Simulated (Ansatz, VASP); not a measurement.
Two plane-wave programs on CdS

```xyz
2
Lattice="0.0000 2.9632 2.9632 2.9632 0.0000 2.9632 2.9632 2.9632 0.0000" Properties=species:S:1:pos:R:3 pbc="T T T"
Cd    0.0000    0.0000    0.0000
S     1.4816    1.4816    1.4816
```

Alike in both runs: functional PBE; k mesh 8 × 8 × 8; occupations gaussian, width 0.02 eV; no spin polarisation.

Ansatz relaxed the structure, and its values are those at the end. VASP's run is a single point on that final structure, the one shown.

|  | VASP | Ansatz |
| --- | --- | --- |
| version | VASP 6.6.1 | Ansatz 0.2.0 |
| potentials or method | VASP PAW PBE potentials, release 64 (Cd, S) | scalar-relativistic, plane waves, PAW |
| plane-wave cutoff (eV) | 520 | 420 |
| valence electrons in the cell | 18 | 26 |

|  | VASP | Ansatz | Ansatz less VASP |
| --- | --- | --- | --- |
| gap on the k mesh at the Fermi level (eV) | 1.04 | 1.04 | -0.002 |
| least direct gap on the mesh (eV) | 1.04 | 1.04 | -0.002 |
| pressure (GPa) | 0.3 | 0.0 | -0.29 |

The two sets of potentials don't hold the same shells in valence.
